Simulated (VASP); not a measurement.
The system is Ca.

```
CELL_PARAMETERS angstrom
3.98000 0.00000 0.00000
-1.99000 3.44678 0.00000
0.00000 0.00000 6.52000
ATOMIC_POSITIONS crystal
Ca 0.66667 0.33333 0.75000
Ca 0.33333 0.66667 0.25000
```

This isn't the form of Ca at room conditions, which is fcc.

| Item | Value |
| --- | --- |
| Program | VASP 6.6.1 |
| Task | relaxation of cell and atoms |
| Functional | revTPSS |
| Potentials or basis | VASP PAW PBE potentials, release 64 (Ca_sv) |
| Cutoff | 600 eV |
| k mesh | 8 × 8 × 4 |
| Occupations | methfessel-paxton, width 0.1 eV |
| Spin | no spin polarisation |

At the start: pressure -0.8 GPa; volume 44.72 Å³/atom.

Task: Where does the relaxation end?

Result: Over 7 steps the energy falls by 7.0 meV/atom and the volume is 42.27 Å³/atom (-5.5 %); space group P6_3/mmc (No. 194, to 0.05 Å).

The path:
| step | energy change (eV) | largest force (eV/Å) | pressure (GPa) | volume (Å³) |
| --- | --- | --- | --- | --- |
| 1 | 0.0000 | 0.0000 | -0.84 | 89.44 |
| 2 | -0.0117 | 0.0000 | -0.35 | 86.46 |
| 3 | -0.0138 | 0.0000 | -0.03 | 84.83 |
| 4 | -0.0138 | 0.0000 | 0.01 | 84.60 |
| 5 | -0.0138 | 0.0000 | 0.03 | 84.51 |
| 6 | -0.0140 | 0.0000 | 0.02 | 84.53 |
| 7 | -0.0140 | 0.0000 | 0.02 | 84.53 |

Final structure:
```xyz
2
Lattice="3.8922 0.0000 0.0000 -1.9461 3.3707 0.0000 0.0000 0.0000 6.4434" Properties=species:S:1:pos:R:3 pbc="T T T"
Ca    1.9461    1.1236    4.8326
Ca    0.0000    2.2471    1.6109
```

Caveat: the PAW data sets were made with another functional, which shifts forces and pressure a little.
